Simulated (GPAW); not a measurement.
Consider GaN (P6_3mc).

```xyz
4
Lattice="3.1800 0.0000 0.0000 -1.5900 2.7540 0.0000 0.0000 0.0000 5.1660" Properties=species:S:1:pos:R:3 pbc="T T T"
Ga    1.5900    0.9180    2.5830
Ga    0.0000    1.8360    0.0000
N     1.5900    0.9180    4.5203
N     0.0000    1.8360    1.9373
```

Absorber: atom 1, with 1 N at 1.94 Å and 3 N at 1.95 Å (tetrahedral, site symmetry 3m). Method: GPAW, revPBE, full core hole (charged cell), 12-atom cell with 5.5 Å between holes, 5×5×5 k points, dipole transitions, Gaussian full width 1.82 eV up to 4 eV, rising linearly to 3.5 eV at 25 eV.

The database entry behind the starting cell differs from later determinations by our own check (about 0.3 % short, ideal inner coordinate), so it need not match the best structure at ambient conditions.

Predict the near-edge structure at the Ga K edge.

Main maxima up to 28 eV above the zero (height): 3.8 eV (1.28), 8.2 eV (2.09), 19.0 eV (1.02) and 27.0 eV (0.85). A K edge sees empty p states on the absorber. 

The Ga K spectrum (energy from the lowest empty level; intensity scaled to a mean of 1 over the first 20 eV; polarised curves are means over the symmetry-equivalent atoms):

```
E (eV)  isotropic  ε ⊥ c  ε ∥ c
  -2.0       0.00   0.00   0.00
  -1.4       0.00   0.00   0.00
  -0.8       0.00   0.00   0.00
  -0.2       0.00   0.00   0.00
   0.4       0.01   0.01   0.01
   1.0       0.06   0.06   0.05
   1.6       0.20   0.22   0.17
   2.2       0.49   0.53   0.42
   2.8       0.89   0.94   0.79
   3.4       1.20   1.23   1.13
   4.0       1.27   1.26   1.31
   4.6       1.20   1.12   1.36
   5.2       1.19   1.05   1.49
   5.8       1.30   1.10   1.71
   6.4       1.45   1.26   1.83
   7.0       1.67   1.60   1.79
   7.6       1.96   2.11   1.65
   8.2       2.09   2.43   1.40
   8.8       1.87   2.27   1.07
   9.4       1.47   1.79   0.85
  10.0       1.17   1.33   0.85
  10.6       1.06   1.05   1.07
  11.2       1.05   0.92   1.30
  11.8       1.01   0.83   1.37
  12.4       0.89   0.73   1.21
  13.0       0.73   0.62   0.95
  13.6       0.62   0.54   0.76
  14.2       0.56   0.50   0.68
  14.8       0.57   0.51   0.70
  15.4       0.63   0.56   0.78
  16.0       0.72   0.64   0.88
  16.6       0.81   0.73   0.97
  17.2       0.89   0.81   1.03
  17.8       0.95   0.90   1.05
  18.4       1.00   0.98   1.02
  19.0       1.02   1.05   0.95
  19.6       1.00   1.08   0.86
  20.2       0.97   1.06   0.78
  20.8       0.92   1.02   0.73
  21.4       0.88   0.96   0.71
  22.0       0.84   0.91   0.72
  22.6       0.81   0.85   0.72
  23.2       0.78   0.79   0.74
  23.8       0.76   0.75   0.78
  24.4       0.76   0.72   0.85
  25.0       0.78   0.71   0.92
  25.6       0.81   0.71   0.99
  26.2       0.83   0.73   1.03
  26.8       0.85   0.76   1.02
  27.4       0.85   0.79   0.97
  28.0       0.83   0.81   0.87
  28.6       0.80   0.81   0.76
```

The script folds with a Gaussian, whereas the core hole's own line is a Lorentzian, so the onset is too steep and the first peak too high. The holes are only 5.5 Å apart, so the shape is probably not converged with cell size; no larger cell was run here. The structure is a published determination, not relaxed.

[Banner, clock and machine lines of the logs are left out without a mark of their own.]

[Logs are printed without paths, hosts, clocks, repeated set-up lines and the standing remarks that a program may print on its own settings, such as how far it seeks lower states.]

[Hosts, paths, dates, database ids (printed as entryN), source tags and the programs' standing remarks are cut or masked in the printed files.]

[Lists of maxima count a maximum above −3 eV only where it reaches 4 % of the highest in the window and stands out from its surroundings by 2 % of it (1.5 % where it reaches 55 %); shoulders and weaker maxima are passed over, and of the rest the first, up to two pre-edge ones and the few strongest are named.]
